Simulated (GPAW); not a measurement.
# CsPbCl3 (Pm-3m) in GPAW: notebook

The runs below take CsPbCl3 through relaxation of cell and atoms, with PBEsol+D3(BJ)+ATM, PBEsol+D4.

All numbers are computed with GPAW 26.7.0; they aren't measurements. Logs are shortened: lines on timing, memory, paths and dates and some standing lists are left out, and cuts for length are marked. The log counts tension as positive stress, the text compression.

## (1) The structure

The structure is cubic, space group Pm-3m (No. 221). The conventional cell has a = 5.605 Å, b = 5.605 Å, c = 5.605 Å, α = 90.00°, β = 90.00°, γ = 90.00°. Pb (site symmetry m-3m) has 6 Cl at 2.80 Å as nearest neighbours. Around Cs (site symmetry m-3m) lie 12 Cl at 3.96 Å. Cl (site symmetry 4/mmm) has 2 Pb at 2.80 Å as nearest neighbours.

## (2) Relaxation of cell and atoms, PBEsol+D3(BJ)+ATM

run.py reads:

```python
from ase import Atoms
from ase.calculators.mixing import SumCalculator
from ase.filters import FrechetCellFilter
from ase.io import write
from ase.optimize import BFGS
from dftd3.ase import DFTD3
from gpaw import GPAW, PW, setup_paths

setup_paths.insert(0, '.')

atoms = Atoms(['Pb', 'Cs', 'Cl', 'Cl', 'Cl'],
              cell=[[5.605, 0.0, 0.0],
                    [0.0, 5.605, 0.0],
                    [0.0, 0.0, 5.605]],
              scaled_positions=[[0.5, 0.5, 0.5],
                                [0.0, 0.0, 0.0],
                                [0.5, 0.0, 0.5],
                                [0.0, 0.5, 0.5],
                                [0.5, 0.5, 0.0]],
              pbc=True)

calc = GPAW(mode=PW(600),
            xc='PBEsol',
            kpts={'size': (5, 5, 5), 'gamma': True},
            occupations={'name': 'fermi-dirac', 'width': 0.05},
            nbands=37,
            convergence={'density': 1e-05, 'forces': 0.0001},
            maxiter=150,
            txt='gpaw.txt')
atoms.calc = SumCalculator([calc, DFTD3(damping='d3bj', params_tweaks=dict(method='pbesol', atm=True))])
opt = BFGS(FrechetCellFilter(atoms), trajectory='relax.traj', logfile='-')
done = opt.run(fmax=0.02, steps=60)
calc.write('gs.gpw')
write('result.traj', atoms)
print('Converged:', done)
print('Cell:', atoms.cell.cellpar().round(4))
print('Volume:', round(atoms.get_volume(), 4))
print(atoms.get_scaled_positions().round(5))
```

Potentials or basis: PAW data sets generated in the run's folder for this functional, pw.

Launch:

```sh
> gpaw-setup -f PBEsol Cl Cs Pb
> OMP_NUM_THREADS=1 python run.py
```

gpaw.txt:

```text
__  _  _
 | _ |_)|_||  |
 |__||  | ||/\| - 26.7.0

Input parameters:
  mode=PW(ecut=600.0),
  convergence={'density': 1e-05, 'forces': 0.0001},
  kpts=MonkhorstPack(size=(5, 5, 5), gamma=True),
  maxiter=150,
  nbands=37,
  occupations=Occupations(name='fermi-dirac', width=0.05),
  xc=XC(name='PBEsol')

Diagonalizing LCAO Hamiltonian
Converting LCAO to pw mode
    .-------------.
   /|             |
  / |             |
 *  |             |
 |  |             |
 | Cl    Pb       |
 |  |   Cl        |
 |  .-------------.
 | /     Cl      /
 |/             /
 Cs------------*

Atoms  # Å, Bohr magnetons
|   | symbol |        x |        y |        z |    initial magnetic moments |
|---|--------|----------|----------|----------|-----------------------------|
| 0 |     Pb | 2.802500 | 2.802500 | 2.802500 | ( 0.0000,  0.0000,  0.0000) |
| 1 |     Cs | 0.000000 | 0.000000 | 0.000000 | ( 0.0000,  0.0000,  0.0000) |
| 2 |     Cl | 2.802500 | 0.000000 | 2.802500 | ( 0.0000,  0.0000,  0.0000) |
| 3 |     Cl | 0.000000 | 2.802500 | 2.802500 | ( 0.0000,  0.0000,  0.0000) |
| 4 |     Cl | 2.802500 | 2.802500 | 0.000000 | ( 0.0000,  0.0000,  0.0000) |

Unit cell  # Å
| periodic |        x |        y |        z |  lengths |    angles |
|----------|----------|----------|----------|----------|-----------|
|      yes | 5.605000 | 0.000000 | 0.000000 | 5.605000 | 90.000000 |
|      yes | 0.000000 | 5.605000 | 0.000000 | 5.605000 | 90.000000 |
|      yes | 0.000000 | 0.000000 | 5.605000 | 5.605000 | 90.000000 |

Number of symmetries: 48
Symmetry operations  # r_c * U_cc + t_c -> r_c
|    | kind |            matrix            |
|----|------|------------------------------|
|  0 |  E   |  1, 0, 0,  0, 1, 0,  0, 0, 1 |
|  1 |  σ   |  1, 0, 0,  0, 1, 0,  0, 0,-1 |
|  2 |  σ   |  1, 0, 0,  0, 0, 1,  0, 1, 0 |
|  3 |  C4  |  1, 0, 0,  0, 0, 1,  0,-1, 0 |
|  4 |  C4  |  1, 0, 0,  0, 0,-1,  0, 1, 0 |
|  5 |  σ   |  1, 0, 0,  0, 0,-1,  0,-1, 0 |
|  6 |  σ   |  1, 0, 0,  0,-1, 0,  0, 0, 1 |
|  7 |  C2  |  1, 0, 0,  0,-1, 0,  0, 0,-1 |
|  8 |  σ   |  0, 1, 0,  1, 0, 0,  0, 0, 1 |
|  9 |  C2  |  0, 1, 0,  1, 0, 0,  0, 0,-1 |
| 10 |  C3  |  0, 1, 0,  0, 0, 1,  1, 0, 0 |
| 11 |  S6  |  0, 1, 0,  0, 0, 1, -1, 0, 0 |
| 12 |  S6  |  0, 1, 0,  0, 0,-1,  1, 0, 0 |
| 13 |  C3  |  0, 1, 0,  0, 0,-1, -1, 0, 0 |
[... 190 lines left out ...]
SCF iterations
|iter     | |      energy | eigst |  dens |force |
|---------|-|-------------|-------|-------|------|
|iter:   1| |  -19.141151 | -0.05 |       |      |
|iter:   2| |  -19.051389 | -1.72 | -1.27 |      |
|iter:   3| |  -18.540234 | -1.83 | -1.32 |      |
|iter:   4| |  -18.524243 | -3.07 | -1.78 |      |
|iter:   5| |  -18.526459c| -4.12 | -2.24 |      |
|iter:   6| |  -18.526723c| -4.96 | -2.92 |      |
|iter:   7| |  -18.526741c| -6.20 | -3.54 |      |
|iter:   8| |  -18.526745c| -7.11 | -3.98 |      |
|iter:   9| |  -18.526745c| -7.47c| -4.84 |      |
|iter:  10| |  -18.526745c| -8.05c| -5.51c|      |
|iter:  11| |  -18.526745c| -8.65c| -5.98c|-22.04c|

Converged in 11 steps
Energy contributions relative to reference atoms: (reference = -816446.376281)

Energy contributions:
  Kinetic:          26.250391
  Coulomb:         -27.302392
  Zero:             -0.012423
  External:          0.000000
  Xc:              -17.462321
  Entropy:          -0.000000
  Spinorbit:         0.000000
  ----------------------------
  Free energy:     -18.526745
  Extrapolated:    -18.526745
[... 33 lines left out ...]
Stress tensor  # eV/Ang^3
|         x |         y |         z |
|-----------|-----------|-----------|
| -0.000099 |  0.000000 |  0.000000 |
|  0.000000 | -0.000099 |  0.000000 |
|  0.000000 |  0.000000 | -0.000099 |

Forces  # eV/Ang
|        x |        y |        z |
|----------|----------|----------|
| -0.00000 | -0.00000 | -0.00000 |  # Pb   0
|  0.00000 |  0.00000 |  0.00000 |  # Cs   1
|  0.00000 | -0.00000 | -0.00000 |  # Cl   2
|  0.00000 | -0.00000 |  0.00000 |  # Cl   3
|  0.00000 | -0.00000 | -0.00000 |  # Cl   4

Interpolating wave functions to new cell

         Cl     Pb
              Cl

                Cl
       Cs

Atoms  # Å, Bohr magnetons
|   | symbol |         x |         y |         z |    initial magnetic moments |
|---|--------|-----------|-----------|-----------|-----------------------------|
| 0 |     Pb |  2.801154 |  2.801154 |  2.801154 | ( 0.0000,  0.0000,  0.0000) |
| 1 |     Cs | -0.000000 | -0.000000 |  0.000000 | ( 0.0000,  0.0000,  0.0000) |
| 2 |     Cl |  2.801154 |  0.000000 |  2.801154 | ( 0.0000,  0.0000,  0.0000) |
| 3 |     Cl | -0.000000 |  2.801154 |  2.801154 | ( 0.0000,  0.0000,  0.0000) |
| 4 |     Cl |  2.801154 |  2.801154 | -0.000000 | ( 0.0000,  0.0000,  0.0000) |

Unit cell  # Å
| periodic |         x |         y |         z |  lengths |    angles |
|----------|-----------|-----------|-----------|----------|-----------|
|      yes |  5.602308 |  0.000000 | -0.000000 | 5.602308 | 90.000000 |
|      yes |  0.000000 |  5.602308 | -0.000000 | 5.602308 | 90.000000 |
|      yes | -0.000000 | -0.000000 |  5.602308 | 5.602308 | 90.000000 |

Number of symmetries: 48
Symmetry operations  # r_c * U_cc + t_c -> r_c
|    | kind |            matrix            |
|----|------|------------------------------|
|  0 |  E   |  1, 0, 0,  0, 1, 0,  0, 0, 1 |
|  1 |  σ   |  1, 0, 0,  0, 1, 0,  0, 0,-1 |
|  2 |  σ   |  1, 0, 0,  0, 0, 1,  0, 1, 0 |
|  3 |  C4  |  1, 0, 0,  0, 0, 1,  0,-1, 0 |
|  4 |  C4  |  1, 0, 0,  0, 0,-1,  0, 1, 0 |
|  5 |  σ   |  1, 0, 0,  0, 0,-1,  0,-1, 0 |
|  6 |  σ   |  1, 0, 0,  0,-1, 0,  0, 0, 1 |
|  7 |  C2  |  1, 0, 0,  0,-1, 0,  0, 0,-1 |
|  8 |  σ   |  0, 1, 0,  1, 0, 0,  0, 0, 1 |
|  9 |  C2  |  0, 1, 0,  1, 0, 0,  0, 0,-1 |
| 10 |  C3  |  0, 1, 0,  0, 0, 1,  1, 0, 0 |
| 11 |  S6  |  0, 1, 0,  0, 0, 1, -1, 0, 0 |
| 12 |  S6  |  0, 1, 0,  0, 0,-1,  1, 0, 0 |
| 13 |  C3  |  0, 1, 0,  0, 0,-1, -1, 0, 0 |
[... 190 lines left out ...]
SCF iterations
|iter     | |      energy | eigst |  dens |force |
|---------|-|-------------|-------|-------|------|
|iter:   1| |  -18.527157 | -3.67 |       |      |
|iter:   2| |  -18.527065 | -5.50 | -2.82 |      |
|iter:   3| |  -18.526623c| -4.99 | -2.87 |      |
|iter:   4| |  -18.526611c| -6.09 | -3.75 |      |
|iter:   5| |  -18.526610c| -6.96 | -4.10 |      |
|iter:   6| |  -18.526611c| -7.43c| -4.47 |      |
|iter:   7| |  -18.526611c| -8.30c| -5.42c|      |
|iter:   8| |  -18.526611c| -8.76c| -6.03c|-23.14c|

Converged in 8 steps
Energy contributions relative to reference atoms: (reference = -816446.376281)

Energy contributions:
  Kinetic:          26.403018
  Coulomb:         -27.424167
  Zero:             -0.012663
  External:          0.000000
  Xc:              -17.492799
  Entropy:          -0.000000
  Spinorbit:         0.000000
  ----------------------------
  Free energy:     -18.526611
  Extrapolated:    -18.526611
[... 33 lines left out ...]
Stress tensor  # eV/Ang^3
|         x |         y |         z |
|-----------|-----------|-----------|
| -0.000328 | -0.000000 |  0.000000 |
| -0.000000 | -0.000328 |  0.000000 |
|  0.000000 |  0.000000 | -0.000328 |

Forces  # eV/Ang
|        x |        y |       z |
|----------|----------|---------|
|  0.00000 | -0.00000 | 0.00000 |  # Pb   0
| -0.00000 |  0.00000 | 0.00000 |  # Cs   1
| -0.00000 | -0.00000 | 0.00000 |  # Cl   2
|  0.00000 |  0.00000 | 0.00000 |  # Cl   3
| -0.00000 | -0.00000 | 0.00000 |  # Cl   4

Interpolating wave functions to new cell

         Cl     Pb
              Cl

                Cl
       Cs

Atoms  # Å, Bohr magnetons
|   | symbol |         x |        y |         z |    initial magnetic moments |
|---|--------|-----------|----------|-----------|-----------------------------|
| 0 |     Pb |  2.773467 | 2.773467 |  2.773467 | ( 0.0000,  0.0000,  0.0000) |
| 1 |     Cs | -0.000000 | 0.000000 | -0.000000 | ( 0.0000,  0.0000,  0.0000) |
| 2 |     Cl |  2.773467 | 0.000000 |  2.773467 | ( 0.0000,  0.0000,  0.0000) |
| 3 |     Cl |  0.000000 | 2.773467 |  2.773467 | ( 0.0000,  0.0000,  0.0000) |
| 4 |     Cl |  2.773467 | 2.773467 |  0.000000 | ( 0.0000,  0.0000,  0.0000) |

Unit cell  # Å
| periodic |        x |        y |        z |  lengths |    angles |
|----------|----------|----------|----------|----------|-----------|
|      yes | 5.546935 | 0.000000 | 0.000000 | 5.546935 | 90.000000 |
|      yes | 0.000000 | 5.546935 | 0.000000 | 5.546935 | 90.000000 |
|      yes | 0.000000 | 0.000000 | 5.546935 | 5.546935 | 90.000000 |

Number of symmetries: 48
Symmetry operations  # r_c * U_cc + t_c -> r_c
|    | kind |            matrix            |
|----|------|------------------------------|
|  0 |  E   |  1, 0, 0,  0, 1, 0,  0, 0, 1 |
|  1 |  σ   |  1, 0, 0,  0, 1, 0,  0, 0,-1 |
|  2 |  σ   |  1, 0, 0,  0, 0, 1,  0, 1, 0 |
|  3 |  C4  |  1, 0, 0,  0, 0, 1,  0,-1, 0 |
|  4 |  C4  |  1, 0, 0,  0, 0,-1,  0, 1, 0 |
|  5 |  σ   |  1, 0, 0,  0, 0,-1,  0,-1, 0 |
|  6 |  σ   |  1, 0, 0,  0,-1, 0,  0, 0, 1 |
|  7 |  C2  |  1, 0, 0,  0,-1, 0,  0, 0,-1 |
|  8 |  σ   |  0, 1, 0,  1, 0, 0,  0, 0, 1 |
|  9 |  C2  |  0, 1, 0,  1, 0, 0,  0, 0,-1 |
| 10 |  C3  |  0, 1, 0,  0, 0, 1,  1, 0, 0 |
| 11 |  S6  |  0, 1, 0,  0, 0, 1, -1, 0, 0 |
| 12 |  S6  |  0, 1, 0,  0, 0,-1,  1, 0, 0 |
| 13 |  C3  |  0, 1, 0,  0, 0,-1, -1, 0, 0 |
[... 251 lines left out ...]
Stress tensor  # eV/Ang^3
|         x |         y |         z |
|-----------|-----------|-----------|
| -0.005405 | -0.000000 |  0.000000 |
| -0.000000 | -0.005405 |  0.000000 |
|  0.000000 |  0.000000 | -0.005405 |

Forces  # eV/Ang
|        x |        y |        z |
|----------|----------|----------|
|  0.00000 |  0.00000 | -0.00000 |  # Pb   0
| -0.00000 | -0.00000 | -0.00000 |  # Cs   1
|  0.00000 | -0.00000 | -0.00000 |  # Cl   2
| -0.00000 |  0.00000 |  0.00000 |  # Cl   3
| -0.00000 |  0.00000 |  0.00000 |  # Cl   4

# Writing to gs.gpw (mode='')
```

Run time: 3.4 min. Hardware: 1 thread of Intel Xeon at 2.50GHz (Skylake/Cascade Lake), shared host; peak memory 0.31 GiB.

Results:

| Item | Value |
| --- | --- |
| Free energy | -19.4410 eV |
| Relaxed volume | 34.13 Å³/atom |
| Relaxed cell | a = 5.547 Å, b = 5.547 Å, c = 5.547 Å, α = 90.00°, β = 90.00°, γ = 90.00° |
| Space group after relaxing (to 0.05 Å) | Pm-3m (No. 221) |
| Energy gained by relaxing | 2.1 meV/atom |
| Ionic steps | 3 |
| Pressure after relaxing | 0.0 GPa |
| Band gap on the k mesh | 2.73 eV, direct |
| Dispersion energy per atom | -0.186 eV |

Step by step:
```
step  energy change (eV)  largest force (eV/Å)  pressure (GPa)  volume (Å³)
   1              0.0000                0.0000           -0.77       176.09
   2             -0.0011                0.0000           -0.73       175.83
   3             -0.0106                0.0000            0.03       170.67
```

Final structure:
```
CELL_PARAMETERS angstrom
5.54693 0.00000 0.00000
0.00000 5.54693 0.00000
0.00000 0.00000 5.54693
ATOMIC_POSITIONS crystal
Pb 0.50000 0.50000 0.50000
Cs 0.00000 0.00000 0.00000
Cl 0.50000 0.00000 0.50000
Cl 0.00000 0.50000 0.50000
Cl 0.50000 0.50000 0.00000
```

Caveat: later steps reuse the first step's grids; spin-orbit coupling is left out, which as a rule narrows the gap of such compounds by several tenths of an eV; an odd mesh through Γ misses points on the zone boundary, where band edges often lie.

## (3) Relaxation of cell and atoms, PBEsol+D4

Changes to run.py since step 2:

```diff
@@ -5,3 +5,3 @@
 from ase.optimize import BFGS
-from dftd3.ase import DFTD3
+from dftd4.ase import DFTD4
 from gpaw import GPAW, PW, setup_paths
@@ -29,3 +29,3 @@
             txt='gpaw.txt')
-atoms.calc = SumCalculator([calc, DFTD3(damping='d3bj', params_tweaks=dict(method='pbesol', atm=True))])
+atoms.calc = SumCalculator([calc, DFTD4(method='pbesol')])
 opt = BFGS(FrechetCellFilter(atoms), trajectory='relax.traj', logfile='-')
```

Potentials or basis: PAW data sets generated in the run's folder for this functional, pw.

Launch:

```sh
> gpaw-setup -f PBEsol Cl Cs Pb
> OMP_NUM_THREADS=1 python run.py
```

gpaw.txt:

```text
__  _  _
 | _ |_)|_||  |
 |__||  | ||/\| - 26.7.0

Input parameters:
  mode=PW(ecut=600.0),
  convergence={'density': 1e-05, 'forces': 0.0001},
  kpts=MonkhorstPack(size=(5, 5, 5), gamma=True),
  maxiter=150,
  nbands=37,
  occupations=Occupations(name='fermi-dirac', width=0.05),
  xc=XC(name='PBEsol')

Diagonalizing LCAO Hamiltonian
Converting LCAO to pw mode
    .-------------.
   /|             |
  / |             |
 *  |             |
 |  |             |
 | Cl    Pb       |
 |  |   Cl        |
 |  .-------------.
 | /     Cl      /
 |/             /
 Cs------------*

Atoms  # Å, Bohr magnetons
|   | symbol |        x |        y |        z |    initial magnetic moments |
|---|--------|----------|----------|----------|-----------------------------|
| 0 |     Pb | 2.802500 | 2.802500 | 2.802500 | ( 0.0000,  0.0000,  0.0000) |
| 1 |     Cs | 0.000000 | 0.000000 | 0.000000 | ( 0.0000,  0.0000,  0.0000) |
| 2 |     Cl | 2.802500 | 0.000000 | 2.802500 | ( 0.0000,  0.0000,  0.0000) |
| 3 |     Cl | 0.000000 | 2.802500 | 2.802500 | ( 0.0000,  0.0000,  0.0000) |
| 4 |     Cl | 2.802500 | 2.802500 | 0.000000 | ( 0.0000,  0.0000,  0.0000) |

Unit cell  # Å
| periodic |        x |        y |        z |  lengths |    angles |
[... 323 lines left out ...]
|  4 |  C4  |  1, 0, 0,  0, 0,-1,  0, 1, 0 |
|  5 |  σ   |  1, 0, 0,  0, 0,-1,  0,-1, 0 |
|  6 |  σ   |  1, 0, 0,  0,-1, 0,  0, 0, 1 |
|  7 |  C2  |  1, 0, 0,  0,-1, 0,  0, 0,-1 |
|  8 |  σ   |  0, 1, 0,  1, 0, 0,  0, 0, 1 |
[... 261 lines left out ...]
Forces  # eV/Ang
|        x |        y |        z |
|----------|----------|----------|
| -0.00000 | -0.00000 | -0.00000 |  # Pb   0
|  0.00000 |  0.00000 |  0.00000 |  # Cs   1
| -0.00000 | -0.00000 |  0.00000 |  # Cl   2
|  0.00000 | -0.00000 |  0.00000 |  # Cl   3
| -0.00000 |  0.00000 |  0.00000 |  # Cl   4

Interpolating wave functions to new cell

         Cl     Pb
              Cl

                Cl
       Cs

Atoms  # Å, Bohr magnetons
|   | symbol |         x |         y |         z |    initial magnetic moments |
|---|--------|-----------|-----------|-----------|-----------------------------|
| 0 |     Pb |  2.786111 |  2.786111 |  2.786111 | ( 0.0000,  0.0000,  0.0000) |
| 1 |     Cs |  0.000000 |  0.000000 |  0.000000 | ( 0.0000,  0.0000,  0.0000) |
| 2 |     Cl |  2.786111 | -0.000000 |  2.786111 | ( 0.0000,  0.0000,  0.0000) |
| 3 |     Cl | -0.000000 |  2.786111 |  2.786111 | ( 0.0000,  0.0000,  0.0000) |
| 4 |     Cl |  2.786111 |  2.786111 | -0.000000 | ( 0.0000,  0.0000,  0.0000) |

Unit cell  # Å
| periodic |         x |         y |         z |  lengths |    angles |
|----------|-----------|-----------|-----------|----------|-----------|
|      yes |  5.572223 | -0.000000 | -0.000000 | 5.572223 | 90.000000 |
|      yes | -0.000000 |  5.572223 | -0.000000 | 5.572223 | 90.000000 |
|      yes | -0.000000 | -0.000000 |  5.572223 | 5.572223 | 90.000000 |

Number of symmetries: 48
Symmetry operations  # r_c * U_cc + t_c -> r_c
|    | kind |            matrix            |
|----|------|------------------------------|
|  0 |  E   |  1, 0, 0,  0, 1, 0,  0, 0, 1 |
|  1 |  σ   |  1, 0, 0,  0, 1, 0,  0, 0,-1 |
|  2 |  σ   |  1, 0, 0,  0, 0, 1,  0, 1, 0 |
|  3 |  C4  |  1, 0, 0,  0, 0, 1,  0,-1, 0 |
|  4 |  C4  |  1, 0, 0,  0, 0,-1,  0, 1, 0 |
|  5 |  σ   |  1, 0, 0,  0, 0,-1,  0,-1, 0 |
|  6 |  σ   |  1, 0, 0,  0,-1, 0,  0, 0, 1 |
|  7 |  C2  |  1, 0, 0,  0,-1, 0,  0, 0,-1 |
|  8 |  σ   |  0, 1, 0,  1, 0, 0,  0, 0, 1 |
[... 263 lines left out ...]
Forces  # eV/Ang
|        x |        y |        z |
|----------|----------|----------|
| -0.00000 | -0.00000 |  0.00000 |  # Pb   0
| -0.00000 |  0.00000 |  0.00000 |  # Cs   1
|  0.00000 |  0.00000 |  0.00000 |  # Cl   2
|  0.00000 | -0.00000 | -0.00000 |  # Cl   3
|  0.00000 | -0.00000 | -0.00000 |  # Cl   4

# Writing to gs.gpw (mode='')
```

stdout:

```text
Step          Energy          fmax
BFGS:    0      -19.043094        0.096688
BFGS:    1      -19.043485        0.092134
BFGS:    2      -19.046115        0.001319
Converged: True
Cell: [ 5.5722  5.5722  5.5722 90.     90.     90.    ]
Volume: 173.0157
[[0.5 0.5 0.5]
 [0.  0.  0. ]
 [0.5 0.  0.5]
 [0.  0.5 0.5]
 [0.5 0.5 0. ]]
```

It took 3.4 min on 1 thread of Intel Xeon at 2.50GHz (Skylake/Cascade Lake), shared host; peak memory 0.3 GiB.

What came out:

* Free energy: -19.0461 eV
* Relaxed volume: 34.60 Å³/atom
* Relaxed cell: a = 5.572 Å, b = 5.572 Å, c = 5.572 Å, α = 90.00°, β = 90.00°, γ = 90.00°
* Space group after relaxing (to 0.05 Å): Pm-3m (No. 221)
* Energy gained by relaxing: 0.6 meV/atom
* Ionic steps: 3
* Pressure after relaxing: 0.0 GPa
* Band gap on the k mesh: 2.77 eV, direct
* Dispersion energy per atom: -0.105 eV

The path:
```csv
step,energy change (eV),largest force (eV/Å),pressure (GPa),volume (Å³)
1,0.0000,0.0000,-0.44,176.09
2,-0.0004,0.0000,-0.42,175.94
3,-0.0030,0.0000,0.01,173.02
```

Final structure:
```
CELL_PARAMETERS angstrom
5.57222 0.00000 0.00000
0.00000 5.57222 0.00000
0.00000 0.00000 5.57222
ATOMIC_POSITIONS crystal
Pb 0.50000 0.50000 0.50000
Cs 0.00000 0.00000 0.00000
Cl 0.50000 0.00000 0.50000
Cl 0.00000 0.50000 0.50000
Cl 0.50000 0.50000 0.00000
```

Caveat: later steps reuse the first step's grids; spin-orbit coupling is left out, which as a rule narrows the gap of such compounds by several tenths of an eV; an odd mesh through Γ misses points on the zone boundary, where band edges often lie.
